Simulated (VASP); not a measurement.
Write the native input for VASP 6.6.1 that does the following.

```yaml
Task: single point
Functional: r2SCAN
Potentials_or_basis: VASP PAW PBE potentials, release 64 (Fe)
Cutoff: 520 eV
k_mesh: 6 × 6 × 6
Occupations: gaussian, width 0.1 eV
Spin: collinear spin, typed start
Starting_moments: "[3.49, 3.32, 3.32] μB"
Dipole_correction: no
Further_INCAR_settings: ALGO = Normal; EDIFF = 1e-06; NBANDS = 23
```

Fe:

```
Fe
1.0
     4.21277    0.00000    0.00000
    -2.10638    3.64836    0.00000
     0.00000    0.00000    2.39215
Fe
3
Direct
  0.00000 0.00000 0.00000
  0.33333 0.66667 0.50000
  0.66667 0.33333 0.50000
```

The cell was built by a generator and needn't be a form met in nature.

One way to write it, as run:

POSCAR

```
Fe
1.0
    4.2127689495      0.0000000000      0.0000000000
   -2.1063844747      3.6483649305      0.0000000000
    0.0000000000      0.0000000000      2.3921520190
Fe
3
Direct
    0.0000000000      0.0000000000      0.0000000000
    0.3333333333      0.6666666667      0.5000000000
    0.6666666667      0.3333333333      0.5000000000
```

INCAR.step1

```
SYSTEM = Fe
ALGO = Normal
EDIFF = 1E-4
ENCUT = 520
GGA = PE
ISMEAR = 0
ISPIN = 2
LASPH = .TRUE.
LCHARG = .FALSE.
LMAXMIX = 4
LREAL = .FALSE.
LWAVE = .TRUE.
MAGMOM = 3.49 3.32 3.32
NBANDS = 23
NELM = 150
PREC = Accurate
SIGMA = 0.1
```

INCAR.step2

```
SYSTEM = Fe
ALGO = Normal
EDIFF = 1E-6
ENCUT = 520
ISIF = 2
ISMEAR = 0
ISPIN = 2
ISTART = 1
LASPH = .TRUE.
LCHARG = .FALSE.
LMAXMIX = 4
LMIXTAU = .TRUE.
LORBIT = 11
LREAL = .FALSE.
LWAVE = .FALSE.
MAGMOM = 3.49 3.32 3.32
METAGGA = R2SCAN
NBANDS = 23
NELM = 150
PREC = Accurate
SIGMA = 0.1
```

KPOINTS

```
k-points
0
G
  6 6 6
  0 0 0
```

Potentials or basis: VASP PAW PBE potentials, release 64 (Fe).

The run is started by

```bash
$ cat potpaw_PBE.64/Fe/POTCAR > POTCAR
$ cp INCAR.step1 INCAR
$ mpirun -np 1 vasp_std > vasp.out
$ cp INCAR.step2 INCAR
$ mpirun -np 1 vasp_std > vasp.out
```

Results of the run:

```yaml
Pressure: -0.5 GPa
Band_gap_on_the_k_mesh: none (metal or under the smearing width)
Net_moment: 8.41 μB per cell
Site_moments: Fe +2.85, +2.86 μB
Valence_electrons_inside_the_program's_atomic_spheres: Fe 7.10, 7.17
```

Caveat: the k mesh is coarse (spacing up to 0.44 Å⁻¹), so the values aren't converged; the PAW data sets were made with another functional, which shifts forces and pressure a little.

It took 88 s on 1 thread of Intel(R) Xeon(R) Platinum 8488C (Sapphire Rapids), with other jobs on the host, peak memory 0.18 GiB.
